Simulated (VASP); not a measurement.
# W (Im-3m) in VASP: notebook

One crystal, W, is run at these levels: PBEsol; tasks: relaxation of cell and atoms, vibrations by finite differences.

Program: VASP 6.6.1. These are calculated values, not measurements. Logs are shortened: lines on timing, memory, paths and dates and some standing lists are left out, and cuts for length are marked.

**1. The structure**

Symmetry: Im-3m, No. 229, cubic system. Conventional cell: a = 3.165 Å, b = 3.165 Å, c = 3.165 Å, α = 90.00°, β = 90.00°, γ = 90.00°. W (site symmetry m-3m) has 8 W at 2.74 Å as nearest neighbours.

**2. Relaxation of cell and atoms, PBEsol**

INCAR

```
PREC = Accurate ; ENCUT = 520
EDIFF = 1E-7 ; ISMEAR = 0
SIGMA = 0.1 ; LREAL = False
LASPH = True ; NELM = 60
ALGO = Fast ; ISIF = 3
LWAVE = False ; LCHARG = False
GGA = PS ; IBRION = 2
NSW = 80 ; EDIFFG = -0.002
```

KPOINTS

```
Automatic mesh
0
Gamma
  18 18 18
```

POSCAR

```
W
1.0
   -1.5823450000      1.5823450000      1.5823450000
    1.5823450000     -1.5823450000      1.5823450000
    1.5823450000      1.5823450000     -1.5823450000
W
1
Direct
    0.0000000000      0.0000000000      0.0000000000
```

Potentials or basis: VASP PAW PBE potentials, release 64 (W_sv).

On the command line:

```
cat potpaw_PBE.64/W_sv/POTCAR > POTCAR
mpirun -np 1 vasp_std > vasp.out
```

OUTCAR:

```text
PREC = Accurate
   ENCUT = 520
   EDIFF = 1E-7
   ISMEAR = 0
   LREAL = False
   LASPH = True
   NELM = 60
   ISIF = 3
   GGA = PS
   IBRION = 2
   NSW = 80
   EDIFFG = -0.002

 ion  position               nearest neighbor table
   1  0.000  0.000  0.000-

  LATTYP: Found a body centered cubic cell.
 ALAT       =     3.1646900000

  Lattice vectors:

 A1 = (  -1.5823450000,   1.5823450000,   1.5823450000)
 A2 = (   1.5823450000,  -1.5823450000,   1.5823450000)
 A3 = (   1.5823450000,   1.5823450000,  -1.5823450000)

Analysis of symmetry for initial positions (statically):
=====================================================================
 Subroutine PRICEL returns:
 Original cell was already a primitive cell.

 Routine SETGRP: Setting up the symmetry group for a
 body centered cubic supercell.

 Subroutine GETGRP returns: Found 48 space group operations
 (whereof 48 operations were pure point group operations)
 out of a pool of 48 trial point group operations.

The static configuration has the point symmetry O_h .

Analysis of symmetry for dynamics (positions and initial velocities):
=====================================================================
 Subroutine PRICEL returns:
 Original cell was already a primitive cell.

 Routine SETGRP: Setting up the symmetry group for a
 body centered cubic supercell.

 Subroutine GETGRP returns: Found 48 space group operations
 (whereof 48 operations were pure point group operations)
 out of a pool of 48 trial point group operations.

The dynamic configuration has the point symmetry O_h .

 Subroutine INISYM returns: Found 48 space group operations
 (whereof 48 operations are pure point group operations),
 and found     1 'primitive' translations

----------------------------------------------------------------------------------------

                                     Primitive cell

  volume of cell :      15.8476

  direct lattice vectors                    reciprocal lattice vectors
    -1.582345000  1.582345000  1.582345000     0.000000000  0.315986716  0.315986716
     1.582345000 -1.582345000  1.582345000     0.315986716  0.000000000  0.315986716
     1.582345000  1.582345000 -1.582345000     0.315986716  0.315986716  0.000000000

  length of vectors
     2.740701935  2.740701935  2.740701935     0.446872699  0.446872699  0.446872699

  position of ions in fractional coordinates (direct lattice)
[... 98 lines left out ...]
  volume/ion in A,a.u.               =      15.85       106.94
  Fermi-wavevector in a.u.,A,eV,Ry     =   1.570832  2.968442 33.572544  2.467512
  Thomas-Fermi vector in A             =   2.672506
   LORBIT       =      0    0 simple, 1 ext, 2 COOP (PROOUT), +10 PAW based schemes
   GGA     = PS    functional components
   LHFCALC =     F    Hartree Fock is set to
   AEXX    =    0.0000 exact exchange contribution
   IVDW    =     0    specifies the selected vdW correction
   LEPSILON=     F    determine dielectric tensor
   LRPA    =     F    only Hartree local field effects (RPA)
 conjugate gradient relaxation of ions
 non-spin polarized calculation
 RMM-DIIS sequential band-by-band and
 Gauss-broadening in eV      SIGMA  =   0.10
  energy-cutoff  :      520.00
  volume of cell :       15.85
 maximum number of plane-waves:       440
   NGX = 11   NGY = 11   NGZ = 11

--------------------------------------- Ionic step        1  -------------------------------------------

 number of electron      14.0000004 magnetization

 Free energy of the ion-electron system (eV)
  ---------------------------------------------------
  ext. energy  EPLUGINS =         0.00000000
  ---------------------------------------------------
  free energy    TOTEN  =       -13.80067912 eV

  energy without entropy =      -13.79720872  energy(sigma->0) =      -13.79894392

------------------------ aborting loop because EDIFF is reached ----------------------------------------

  FORCE on cell =-STRESS in cart. coord.  units (eV):
  Direction    XX          YY          ZZ          XY          YZ          ZX
  --------------------------------------------------------------------------------------
  -------------------------------------------------------------------------------------
  Total       -0.2493713     -0.2493713     -0.2493713      0.0000000      0.0000000     -0.0000000
  in kB      -25.2112016    -25.2112016    -25.2112016      0.0000000      0.0000000     -0.0000000
  external PRESSURE =     -25.2112016 kB  Pullay stress =       0.0000000 kB
[... 162 lines left out ...]
--------------------------------------- Ionic step        6  -------------------------------------------

 number of electron      14.0000004 magnetization

 Free energy of the ion-electron system (eV)
  ---------------------------------------------------
  ext. energy  EPLUGINS =         0.00000000
  ---------------------------------------------------
  free energy    TOTEN  =       -13.80167347 eV

  energy without entropy =      -13.79823392  energy(sigma->0) =      -13.79995369

 E-fermi :  11.3846     XC(G=0): -13.8068

 val. band max:       11.3761241207   @ k =  -0.1667   0.1667   0.0556
 cond. band min:      11.3853354659   @ k =  -0.2778   0.3333   0.2222
 fundamental gap:      0.0092113453
 Fermi energy:        11.3846223265

 k-point     1 :       0.0000    0.0000    0.0000
  band No.  band energies     occupation
      1     -62.7409      2.00000
      2     -26.2867      2.00000
      3     -26.2867      2.00000
      4     -26.2867      2.00000
      5       1.6941      2.00000
      6      10.1451      2.00000
      7      10.1451      2.00000
      8      10.1451      2.00000
      9      13.6482      0.00000
     10      13.6482      0.00000
     11      25.9523      0.00000
[... 309 lines left out ...]
 k-point    24 :       0.3889    0.1111    0.0000
  band No.  band energies     occupation
      1     -62.6010      2.00000
      2     -27.5339      2.00000
      3     -26.7544      2.00000
      4     -26.3533      2.00000
      5       5.4965      2.00000
      6       7.9362      2.00000
      7      10.8211      2.00000
      8      13.4287      0.00000
      9      14.7760      0.00000
     10      17.9105      0.00000
     11      22.4185      0.00000

 [... further k-points ...]

------------------------ aborting loop because EDIFF is reached ----------------------------------------

  FORCE on cell =-STRESS in cart. coord.  units (eV):
  Direction    XX          YY          ZZ          XY          YZ          ZX
  --------------------------------------------------------------------------------------
  -------------------------------------------------------------------------------------
  Total        0.0002463      0.0002463      0.0002463     -0.0000000      0.0000000     -0.0000000
  in kB        0.0251001      0.0251001      0.0251001     -0.0000000      0.0000000     -0.0000000
  external PRESSURE =       0.0251001 kB  Pullay stress =       0.0000000 kB
[... 16 lines left out ...]
  FREE ENERGIE OF THE ION-ELECTRON SYSTEM (eV)
  ---------------------------------------------------
  free  energy   TOTEN  =       -13.8016734716 eV

  energy  without entropy=      -13.7982339154  energy(sigma->0) =      -13.79995369

 reached required accuracy - stopping structural energy minimisation
```

Wall time 60 s (1 thread of Intel Xeon Platinum 8559C (Emerald Rapids), shared host); peak memory 0.16 GiB.

Results:

```yaml
Free_energy: -13.8017 eV
Relaxed_volume: 15.72 Å³/atom
Relaxed_cell: a = 2.734 Å, b = 2.734 Å, c = 2.734 Å, α = 109.47°, β = 109.47°, γ = 109.47°
Space_group_after_relaxing_to_0.05_Å: Im-3m (No. 229)
Energy_gained_by_relaxing: 1.0 meV/atom
Ionic_steps: 6
Pressure_after_relaxing: 0.0 GPa
Band_gap_on_the_k_mesh: none (metal or under the smearing width)
```

Step by step:
| step | energy change (eV) | largest force (eV/Å) | pressure (GPa) | volume (Å³) |
| --- | --- | --- | --- | --- |
| 1 | 0.0000 | 0.0000 | -2.52 | 15.85 |
| 2 | 0.0123 | 0.0000 | 9.95 | 15.28 |
| 3 | -0.0010 | 0.0000 | -0.02 | 15.73 |
| 4 | -0.0010 | 0.0000 | 0.02 | 15.72 |
| 5 | -0.0010 | 0.0000 | -0.07 | 15.73 |
| 6 | -0.0010 | 0.0000 | 0.00 | 15.72 |

Final structure:
```
CELL_PARAMETERS angstrom
-1.57821 1.57821 1.57821
1.57821 -1.57821 1.57821
1.57821 1.57821 -1.57821
ATOMIC_POSITIONS crystal
W 0.00000 0.00000 0.00000
```

Caveat: the PAW data sets were made with another functional, which shifts forces and pressure a little. The run has no spin-orbit coupling, so splittings on W are missing.

**3. Relaxation of cell and atoms, PBEsol**

This run uses another cell than the first one, of 15.72 Å³/atom, 0.992 times its volume.

INCAR is that of step 2.

KPOINTS is that of step 2.

POSCAR

```
W                                       
1.0
   -1.5782066472      1.5782066472      1.5782066472
    1.5782066472     -1.5782066472      1.5782066472
    1.5782066472      1.5782066472     -1.5782066472
  W             
     1
Direct
     0.0000000000000000    0.0000000000000000    0.0000000000000000
```

Potentials or basis: VASP PAW PBE potentials, release 64 (W_sv).

On the command line:

```
cat potpaw_PBE.64/W_sv/POTCAR > POTCAR
mpirun -np 1 vasp_std > vasp.out
```

Wall time 17 s (1 thread of Intel Xeon Platinum 8559C (Emerald Rapids), shared host); peak memory 0.15 GiB.

The run converged. Its results:

* Free energy: -13.8016 eV
* Pressure after relaxing: 0.0 GPa
* Band gap on the k mesh: none (metal or under the smearing width)

Final structure:
```
W
1.0
    -1.57821    1.57821    1.57821
     1.57821   -1.57821    1.57821
     1.57821    1.57821   -1.57821
W
1
Cartesian
  0.0000 0.0000 0.0000
```

Levels at points of the mesh, in eV from the Fermi level:
```tsv
k point	band 4	band 5	band 6	band 7	band 8	band 9	band 10	band 11
(0.00, 0.00, 0.00)	-37.67	-9.69	-1.24	-1.24	-1.24	2.26	2.26	14.57
(0.50, 0.00, 0.00)	-37.68	-6.34	-3.60	0.73	2.17	3.15	6.25	11.53
(0.50, 0.50, 0.50)	-38.60	-5.91	-5.91	5.25	5.25	5.25	8.33	8.33
```

Caveat: the relaxation stopped at its first step, so nothing moved; the PAW data sets were made with another functional, which shifts forces and pressure a little. Spin-orbit coupling is left out, which matters for the levels of W.

**4. Vibrations by finite differences, PBEsol**

This run uses another cell than the first one, of 15.72 Å³/atom, 0.992 times its volume.

INCAR

```
PREC = Accurate
ENCUT = 520
EDIFF = 1E-8
ISMEAR = 0
SIGMA = 0.1
LREAL = F
LASPH = T
NELM = 60
ALGO = Fast
ISIF = 3
LWAVE = F
LCHARG = F
GGA = PS
IBRION = 6
NFREE = 2
POTIM = 0.015
NSW = 1
```

KPOINTS is that of step 3.

POSCAR is that of step 3.

On the command line:

```
cat potpaw_PBE.64/W_sv/POTCAR > POTCAR
mpirun -np 1 vasp_std > vasp.out
```

Run time: 15 min. Hardware: 1 thread of Intel Xeon Platinum 8559C (Emerald Rapids), shared host; peak memory 0.57 GiB.

Results (log left out):

```
Elastic constants C11, C12, C44 : 525, 230, 148 GPa
Voigt bulk modulus              : 329 GPa
```

Elastic tensor in Voigt notation (GPa, in the Cartesian axes of the cell as first typed):
```
525 230 230   0   0   0
230 525 230   0   0   0
230 230 525   0   0   0
  0   0   0 148   0   0
  0   0   0   0 148   0
  0   0   0   0   0 148
```

Clamped-ion elastic tensor (GPa):
```
525 230 230   0   0   0
230 525 230   0   0   0
230 230 525   0   0   0
  0   0   0 148   0   0
  0   0   0   0 148   0
  0   0   0   0   0 148
```

Caveat: elastic constants of metals need much finer meshes, so these are rough; the PAW data sets were made with another functional, which shifts forces and pressure a little. Spin-orbit coupling is left out, which matters for the levels of W.
